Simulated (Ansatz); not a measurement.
# Ga3As3H: the cost of one run

Program: Ansatz 0.2.0. Level of theory: DFT PBE, scalar-relativistic, plane waves, PAW. These are calculated values, not measurements.

2 further runs of the same task are left out: 2 set aside as unsound or not needed.

## (1) Starting point

It takes space group Pm (No. 6, monoclinic). The conventional cell has a = 5.746 Å, b = 4.063 Å, c = 19.892 Å, α = 90.00°, β = 90.00°, γ = 90.00°. Around Ga (site symmetry m) lie 3 As at 2.49 to 2.57 Å. As (site symmetry m) has 3 Ga at 2.49 to 2.50 Å as nearest neighbours. Ga (site symmetry m) has 4 As at 2.50 to 2.53 Å as nearest neighbours. As (site symmetry m) has 4 Ga at 2.51 to 2.57 Å as nearest neighbours. Ga (site symmetry m) has 3 As at 2.48 to 2.51 Å as nearest neighbours. Around As (site symmetry m) lie 1 H at 1.50 Å. H (site symmetry m) has 1 As at 1.50 Å as nearest neighbours.

As a file:

```xyz
7
Lattice="4.0630 0.0000 0.0000 0.0000 5.7459 0.0000 0.0000 0.0000 19.8924" Properties=species:S:1:pos:R:3 pbc="T T T"
Ga    2.0315    2.8729    4.0000
As    0.0000    1.4365    4.0000
Ga    0.0000    0.3654    6.2586
As    2.0315    4.6517    5.8594
Ga    2.0315    2.8028    7.5515
As    0.0000    1.6629    8.3924
H     0.0000    1.6629    9.8924
```

This is the geometry of the first run shown, built on a cell relaxed beforehand with the same method.

## (2) The scan

Atoms count from 1 in the order of the input.

H is moved over the surface cell; relaxed at each place: the height of the adsorbate's atoms; substrate rigid; the origin of the map has the adsorbate above As6.

First coordinate, position of H7 along the first surface vector, from above As6: 6 values from 0.000 to 0.833, periodic. Second coordinate, position of H7 along the second surface vector, from above As6: 6 values from 0.000 to 0.833, periodic.

Relaxed at each point: the height of the adsorbate's atoms; substrate rigid. Points are written as (first, second).

The two vectors of the plane (Å): (4.063, 0.000, 0.000); (0.000, 5.746, 0.000).

## (3) Point (0/6, 0/6) of the map's two axes

input.yaml reads:

```yaml
crystal:
  lattice:
    - [4.0629609251, 0.0, 0.0]
    - [0.0, 5.7458944437, 0.0]
    - [0.0, 0.0, 19.8924416078]
  atoms:
    - { symbol: Ga, position: [0.5, 0.5, 0.2010813996] }
    - { symbol: As, position: [0.0, 0.25, 0.2010813996] }
    - { symbol: Ga, position: [0.0, 0.0635976529, 0.3146195102] }
    - { symbol: As, position: [0.5, 0.8095618192, 0.2945553866] }
    - { symbol: Ga, position: [0.5, 0.4877931194, 0.3796180525] }
    - { symbol: As, position: [0.0, 0.2894088168, 0.4218909761] }
    - { symbol: H, position: [0.0, 0.2894088168, 0.497296501], spin: 1.0 }
basis:
  ecutwfc: 420
kpoints:
  mp_grid: { grid: [7, 5, 1] }
hamiltonian:
  xc: pbe
  pseudopotentials: { kind: paw, azcp: { folder: soft_1 } }
scf:
  occupations: { method: gaussian, width: 0.05 }
output:
  forces: true
  eigenvalues: true
  populations: true
magnetization:
  spin_polarized: true
relax:
  adjacent_minimum: "off"
  f_tol: 0.025
  max_steps: 16
  constraints: [{ sites: [0, 1, 2, 3, 4, 5] }, { sites: [6], fix: xy }]
efield:
  axis: 3
  dipole_correction: true
  ramp_width: 0.04
```

On the command line:

```
ansatz run input.yaml --threads 4 --pin off --max-ram 12288MiB --backend cpu --events-out ev --progress --plain --runs-dir out
```

What time and memory should one allow on 4 threads of Intel Xeon 6975P-C (Granite Rapids), shared host?

About 38 s, with a peak of 1.2 GiB.
